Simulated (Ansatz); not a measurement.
**From the elastic tensor of Si2W at 18 GPa (stress–strain coefficients) to moduli and sound speeds**

All numbers below come from Ansatz 0.2.0, DFT PBEsol, scalar-relativistic, plane waves, PAW. Settings: 420 eV plane-wave cutoff, Γ-centred 18×18×18 mesh, Fermi-Dirac smearing of 0.15 eV. No spin polarisation.

Symmetry: I4/mmm, No. 139, tetragonal system. The conventional cell has a = 3.126 Å, b = 3.126 Å, c = 7.672 Å, α = 90.00°, β = 90.00°, γ = 90.00°. Si (site symmetry 4mm) has 5 W at 2.55 to 2.56 Å and 5 Si at 2.55 to 2.56 Å as nearest neighbours. W (site symmetry 4/mmm) has 10 Si at 2.55 to 2.56 Å as nearest neighbours.

In a metal, frequencies and elastic constants depend on the k mesh and the smearing, soft modes and shear constants most. Spin–orbit coupling is left out, which can shift energies with elements as heavy as these.

Relaxed-ion constants (GPa, on the Cartesian axes of the calculation):
C11 = 533.9, C12 = 196.2, C13 = 154.1, C22 = 533.9, C23 = 154.1, C33 = 691.3, C44 = 249.3, C55 = 249.3, C66 = 264.4 GPa; the others vanish.

Density 10.632 g/cm³; 3 atoms in 37.48 Å³.

The values that follow are for a polycrystal of randomly turned grains, by Hill's mean where one number stands.

With S = C⁻¹: B_V = (C11+C22+C33+2(C12+C13+C23))/9, G_V = (C11+C22+C33−C12−C13−C23+3(C44+C55+C66))/15, 1/B_R = S11+S22+S33+2(S12+S13+S23), 15/G_R = 4(S11+S22+S33−S12−S13−S23)+3(S44+S55+S66); Hill is their mean. Then v_l = √((B+4G/3)/ρ), v_t = √(G/ρ), v_m = [(2/v_t³+1/v_l³)/3]^(−1/3) and Θ = (ħ/k_B)·v_m·(6π²n/V)^(1/3) for n atoms in the volume V; E = 9BG/(3B+G), ν = (3B−2G)/(2(3B+G)) and A^U = 5G_V/G_R + B_V/B_R − 6.

- Bulk modulus, Voigt / Reuss / Hill: 307.6 / 305.6 / 306.6 GPa
- Shear modulus, Voigt / Reuss / Hill: 236.2 / 229.7 / 233.0 GPa
- Young's modulus: 558 GPa
- Poisson ratio: 0.197
- Pugh ratio B/G: 1.32
- Universal anisotropy index: 0.15
- Longitudinal and transverse sound speeds: 7619 and 4681 m/s
- Debye temperature from the mean sound speed: 663 K

Cost: 1 run of about 8.6 core-minutes, on Intel Xeon 6975P-C (Granite Rapids) (shared hosts).

The compressed disilicide is stiff in both compression and shear, and stiffest along c, with C33 at 691.3 GPa against 533.9 GPa for C11. The likely origin is directional W d–Si p bonding: in this structure type some W–Si bonds lie parallel to c, while the rest project onto the basal-plane diagonals. The same geometry explains the softest shear, (C11 − C12)/2, which lies well below C66. Stretching one a axis while shortening the other leaves the diagonal bonds unchanged in length to first order, whereas the C66 strain stretches or compresses them directly. The small universal anisotropy index of 0.15 therefore hides a marked in-plane shear anisotropy. The Si–Si contacts are long for single bonds and probably contribute less.

The low Pugh and Poisson ratios suggest limited ductility, but dislocation mobility and fracture are not determined by them. The tensor is positive definite, so the lattice resists small homogeneous strains at this pressure; this does not establish stability against finite-wavevector phonons or competing polytypes.
